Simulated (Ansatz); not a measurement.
# HfB2: squeezing one contact

How do energy and force answer when the B2–B3 bond of HfB2 is squeezed or stretched? The runs shown use LAPW and crystal datasets. Companion runs by PAW are cited. Its runs: the reference run (LAPW); shortest bond scaled by 1 (crystal datasets); shortest bond scaled by 1.05 (LAPW and crystal datasets); shortest bond scaled by 0.95 (LAPW); shortest bond scaled by 0.9 (LAPW); shortest bond scaled by 0.62 (LAPW and crystal datasets).

Computed with Ansatz 0.2.0 (DFT PBEsol, with the methods named in each step, unless a step's input says otherwise).

**1. The structure to begin with**

Symmetry: P6/mmm, No. 191, hexagonal system. Conventional cell: a = 3.133 Å, b = 3.133 Å, c = 3.479 Å, α = 90.00°, β = 90.00°, γ = 120.00°. Hf (site symmetry 6/mmm) is surrounded by 12 B at 2.51 Å. B (site symmetry -6m2) is surrounded by 3 B at 1.81 Å and 6 Hf at 2.51 Å.

As a file:

```
Hf B
1.0
     3.13268    0.00000    0.00000
    -1.56634    2.71298    0.00000
     0.00000    0.00000    3.47921
Hf B
1 2
Cartesian
  0.0000 0.0000 0.0000
  0.0000 1.8087 1.7396
  1.5663 0.9043 1.7396
```

Atoms are numbered in the order of the input: Hf1, B2, B3.

**2. The bond as given, LAPW**

Contents of input.yaml:

```yaml
crystal:
  lattice:
    - [3.1326790839, 0.0, 0.0]
    - [-1.5663395419, 2.7129796685, 0.0]
    - [0.0, 0.0, 3.47921399]
  atoms:
    - { symbol: Hf, position: [0.0, 0.0, 0.0] }
    - { symbol: B, position: [0.3333333333, 0.6666666667, 0.5] }
    - { symbol: B, position: [0.6666666667, 0.3333333333, 0.5] }
kpoints:
  mp_grid: { grid: [10, 10, 8] }
scf:
  occupations: { method: fermi_dirac, width: 0.05 }
hamiltonian:
  xc: pbesol
  pseudopotentials: { kind: all_electron, lapw: { basis_error: 0.001 } }
output:
  forces: true
  stress: true
  eigenvalues: true
  populations: true
```

Started as:

```console
ansatz run input.yaml --threads 1 --pin off --max-ram 3072MiB --backend cpu --events-out ev --progress --plain --runs-dir out
```

What it wrote, cut to the lines that bear on the results:

```text
Hf: projections on atomic orbitals take those of the free atom 1s2 2s2 2p6 3s2 3p6 3d10 4s2 4p6 4d10 4f14 5s2 5p6 5d2 6s2, of charge +0.00 (hamiltonian.pseudopotentials.projection_atoms)
B: projections on atomic orbitals take those of the free atom 1s2 2s2 2p1, of charge +0.00 (hamiltonian.pseudopotentials.projection_atoms)
LAPW: plane waves up to 8.701 Å⁻¹, error target 1.0e-3 eV per atom; small_component_spin mean_spin; B in spheres of 0.904 Å, 5 of its electrons in bands, Dirac shells []; Hf in spheres of 1.395 Å, 42 of its electrons in bands, Dirac shells []
[...]
Pseudopotentials: kind: all_electron
Pseudopotential: Hf, LAPW, valence charge 42, Koelling and Harmon's equation, gaussian nucleus
Pseudopotential: B, LAPW, valence charge 5, Koelling and Harmon's equation, gaussian nucleus
Functional definition: PBEsol
[...]
Crystal: 3 atoms, lattice volume = 29.569 Å³
Basis set: ecut = 288.44497126263803 eV, 339 PW (Γ), exchange–correlation at level 2
Bands: 32, of which v1, the nominal top of the filled ones, is band 26 counted from 1 (25 counted from 0)
Symmetry: 24 space group operations
Space group: P6/mmm (ITA 191), of the structure as read, at distance tolerance 3.1e-5 Å
k-points: 70 of 800
[...]
SCF iter   1: F=—  HF=-411477.382006 eV  |F-HF|=—  |Δ(HF+E_count)|=         —  Δρ=7.53e-2  dr2=3.17e0  ethr=6.08e-3  ⟨swp⟩=2.0  Hψ=13915  notcnv=0
[...]
the basis was enlarged: its passes take 236.1 KiB over the memory plan, 1 of 1 planned eigensolver slots
[...]
SCF iter   9: F=-411476.064739 eV  HF=-411476.064739 eV  |F-HF|=1.51e-9  |Δ(HF+E_count)|=   6.23e-9  Δρ=4.75e-6  dr2=6.79e-9  ethr=2.00e-10  ⟨swp⟩=2.0  Hψ=6374  notcnv=0
[...]
SCF converged after 9 iterations
Free energy (F): -411476.064739 eV
[...]
E sigma→0 (E₀):  -411476.063462 eV
Entropy (-TS):   -0.002554 eV (-0.851 meV/atom)
Fermi energy:    20.763223 eV
[...]
--- Forces (eV/Å), atoms counted from 1 ---
  atom   1  Hf     0.00000000    -0.00000000     0.00000000
  atom   2  B     -0.00000000     0.00000000     0.00000000
  atom   3  B      0.00000000    -0.00000000    -0.00000000
[...]
--- Stress (GPa, compression-positive) ---
       -2.423244       0.000000      -0.000000
        0.000000      -2.423244      -0.000000
       -0.000000      -0.000000      -4.172976
  P = ⅓ Tr σ = -3.0065 GPa (-30.065 kbar)
--- Band table (eV; the first three rows and the last of 70) ---
[...]
--- Löwdin populations: 3 sites ---
  site symbol       q [e]
     0     Hf     71.3463
     1      B      5.3141
     2      B      5.3141
  spilling = 0.000312 (of n_electrons = 82.000000)
```

Run time: 25 s. Hardware: 1 thread of Arm Neoverse V1, shared host; peak memory 0.38 GiB.

This run gives: pressure -3.01 GPa; no gap.

**3. Shortest bond scaled by 1, crystal datasets**

Changes to input.yaml since step 2:

```diff
@@ -15,3 +15,3 @@
   xc: pbesol
-  pseudopotentials: { kind: all_electron, lapw: { basis_error: 0.001 } }
+  pseudopotentials: { kind: all_electron, datasets: crystal }
 output:
@@ -20,2 +20,2 @@
   eigenvalues: true
-  populations: true
+  efg: { contact_densities: true }
```

Started as:

```console
ansatz run input.yaml --threads 1 --pin off --max-ram 3072MiB --backend cpu --events-out ev --progress --plain --runs-dir out
```

What it wrote, cut to the lines that bear on the results:

```text
[...]
Hf: output.efg is read without spin–orbit coupling, which moves field gradients at and beside such atoms by some per cent and up to a factor of two; PAW files take it under magnetization.noncollinear and magnetization.spin_orbit
[...]
[... 1 set-up line as earlier in the session ...]
Pseudopotential: Hf, paw, valence charge 26, recommended cutoff 400 eV (normal), Koelling and Harmon's equation, gaussian nucleus
Pseudopotential: B, paw, valence charge 3, recommended cutoff 400 eV (normal), Koelling and Harmon's equation, gaussian nucleus
[... 1 set-up line as earlier in the session ...]
[...]
Crystal: 3 atoms, lattice volume = 29.569 Å³
Basis set: ecut = 400 eV, 539 PW (Γ), exchange–correlation on 48×48×48 points (8 copies of the dense FFT grid, shifted against one another)
Bands: 20, of which v1, the nominal top of the filled ones, is band 16 counted from 1 (15 counted from 0)
[... 1 set-up line as earlier in the session ...]
[...]
--- Stress (GPa, compression-positive) ---
       -2.425493      -0.000000      -0.000000
        0.000000      -2.425493      -0.000000
       -0.000000      -0.000000      -4.173995
  P = ⅓ Tr σ = -3.0083 GPa (-30.083 kbar)
--- PAW observables at the nuclei: V_zz in 10²¹ V/m², potentials from the cell's mean, atoms counted from 1 ---
  atom   1  Hf V_zz =   +11.230977   η = 0.0000   by run symmetry: allowed
            electrostatic potential = -14181.791581 V   contact ρ = 7515500.601651 e/Å³
  atom   2  B  V_zz =    +0.117431   η = 0.0000   by run symmetry: allowed
            electrostatic potential = -335.384612 V   contact ρ = 481.275188 e/Å³
  atom   3  B  V_zz =    +0.117431   η = 0.0000   by run symmetry: allowed
            electrostatic potential = -335.384612 V   contact ρ = 481.275188 e/Å³
--- Band table (eV; the first three rows and the last of 70) ---
  k-point 0: bands = ["-40.8453", "-9.7207", "-9.2289", "-9.2289", "7.1359", "9.1757", "9.1870", "9.2078", "9.2078", "9.2078", "9.2078", "9.2996", "17.8061", "17.9813", "17.9813", "18.1568", "24.8721", "24.8721"]
[...]
```

Run time: 15 s. Hardware: 1 thread of Arm Neoverse V1, shared host; peak memory 0.56 GiB.

In short: pressure -3.01 GPa; no gap; Vzz Hf1 11.23 (η = 0.00), B2 0.12 (η = 0.00) (10²¹ V/m²).

**4. Shortest bond scaled by 1.05, LAPW**

Contents of input.yaml:

```yaml
crystal:
  lattice:
    - [3.1326790839, 0.0, 0.0]
    - [-1.5663395419, 2.7129796685, 0.0]
    - [0.0, 0.0, 3.47921399]
  atoms:
    - { symbol: Hf, position: [0.0, 0.0, 0.0] }
    - { symbol: B, position: [0.35, 0.675, 0.5] }
    - { symbol: B, position: [0.65, 0.325, 0.5] }
kpoints:
  mp_grid: { grid: [10, 10, 8] }
scf:
  occupations: { method: fermi_dirac, width: 0.05 }
hamiltonian:
  xc: pbesol
  pseudopotentials: { kind: all_electron, lapw: { basis_error: 0.001 } }
output:
  forces: true
  stress: true
  eigenvalues: true
  populations: true
```

Started as:

```console
ansatz run input.yaml --threads 1 --pin off --max-ram 3072MiB --backend cpu --events-out ev --progress --plain --runs-dir out
```

What it wrote, cut to the lines that bear on the results:

```text
Hf: projections on atomic orbitals take those of the free atom 1s2 2s2 2p6 3s2 3p6 3d10 4s2 4p6 4d10 4f14 5s2 5p6 5d2 6s2, of charge +0.00 (hamiltonian.pseudopotentials.projection_atoms)
B: projections on atomic orbitals take those of the free atom 1s2 2s2 2p1, of charge +0.00 (hamiltonian.pseudopotentials.projection_atoms)
LAPW: plane waves up to 8.891 Å⁻¹, error target 1.0e-3 eV per atom; small_component_spin mean_spin; B in spheres of 0.883 Å, 5 of its electrons in bands, Dirac shells []; Hf in spheres of 1.372 Å, 42 of its electrons in bands, Dirac shells []
[...]
[... 4 set-up lines as earlier in the session ...]
[...]
Crystal: 3 atoms, lattice volume = 29.569 Å³
[...]
SCF iter   9: F=-411476.014536 eV  HF=-411476.014536 eV  |F-HF|=4.83e-9  |Δ(HF+E_count)|=   4.92e-8  Δρ=1.17e-5  dr2=3.01e-8  ethr=9.74e-10  ⟨swp⟩=2.0  Hψ=14115  notcnv=0
[...]
SCF converged after 9 iterations
Free energy (F): -411476.014536 eV
[...]
E sigma→0 (E₀):  -411476.013494 eV
Entropy (-TS):   -0.002083 eV (-0.694 meV/atom)
Fermi energy:    20.790034 eV
[...]
--- Forces (eV/Å), atoms counted from 1 ---
  atom   1  Hf     0.00000000    -0.00000000     0.00000000
  atom   2  B     -0.92425244    -0.53361740     0.00000000
  atom   3  B      0.92425244     0.53361740     0.00000000
[...]
--- Stress (GPa, compression-positive) ---
       -1.074083       0.526667      -0.000000
        0.526667      -1.682226      -0.000000
       -0.000000      -0.000000      -4.403105
  P = ⅓ Tr σ = -2.3865 GPa (-23.865 kbar)
--- Band table (eV; the first three rows and the last of 155) ---
[...]
--- Löwdin populations: 3 sites ---
  site symbol       q [e]
     0     Hf     71.3465
     1      B      5.3139
     2      B      5.3139
  spilling = 0.000314 (of n_electrons = 82.000000)
```

Wall time 52 s (1 thread of Arm Neoverse V1, shared host); peak memory 0.6 GiB.

This run gives: pressure -2.39 GPa; no gap; largest force 1.067 eV/Å.

**5. Shortest bond scaled by 1.05, crystal datasets**

Changes to input.yaml since step 4:

```diff
@@ -15,3 +15,3 @@
   xc: pbesol
-  pseudopotentials: { kind: all_electron, lapw: { basis_error: 0.001 } }
+  pseudopotentials: { kind: all_electron, datasets: crystal }
 output:
@@ -20,2 +20,2 @@
   eigenvalues: true
-  populations: true
+  efg: { contact_densities: true }
```

Started as:

```console
ansatz run input.yaml --threads 1 --pin off --max-ram 3072MiB --backend cpu --events-out ev --progress --plain --runs-dir out
```

What it wrote, cut to the lines that bear on the results:

```text
[...]
Hf: output.efg is read without spin–orbit coupling, which moves field gradients at and beside such atoms by some per cent and up to a factor of two; PAW files take it under magnetization.noncollinear and magnetization.spin_orbit
[...]
[... 4 set-up lines as earlier in the session ...]
[...]
Crystal: 3 atoms, lattice volume = 29.569 Å³
Basis set: ecut = 400 eV, 539 PW (Γ), exchange–correlation on 48×48×48 points (8 copies of the dense FFT grid, shifted against one another)
Bands: 20, of which v1, the nominal top of the filled ones, is band 16 counted from 1 (15 counted from 0)
Symmetry: 8 space group operations
[...]
--- Stress (GPa, compression-positive) ---
       -1.077671       0.526463      -0.000000
        0.526463      -1.685578      -0.000000
       -0.000000      -0.000000      -4.404973
  P = ⅓ Tr σ = -2.3894 GPa (-23.894 kbar)
--- PAW observables at the nuclei: V_zz in 10²¹ V/m², potentials from the cell's mean, atoms counted from 1 ---
  atom   1  Hf V_zz =   +11.238553   η = 0.0932   by run symmetry: allowed
            electrostatic potential = -14181.789175 V   contact ρ = 7515500.413652 e/Å³
  atom   2  B  V_zz =    -0.267876   η = 0.1072   by run symmetry: allowed
            electrostatic potential = -335.396508 V   contact ρ = 481.301098 e/Å³
  atom   3  B  V_zz =    -0.267876   η = 0.1072   by run symmetry: allowed
            electrostatic potential = -335.396508 V   contact ρ = 481.301098 e/Å³
--- Band table (eV; the first three rows and the last of 155) ---
  k-point 0: bands = ["-40.8469", "-9.7237", "-9.2471", "-9.2136", "7.1309", "9.1723", "9.1857", "9.2010", "9.2054", "9.2082", "9.2102", "9.2987", "17.6012", "17.7837", "18.1449", "18.3786", "24.7715", "24.9497"]
[...]
```

Wall time 37 s (1 thread of Arm Neoverse V1, shared host); peak memory 0.71 GiB.

Read from it: pressure -2.39 GPa; no gap; largest force 1.067 eV/Å; Vzz Hf1 11.24 (η = 0.09), B2 -0.27 (η = 0.11) (10²¹ V/m²).

(Part 1 of 2 ends here.)
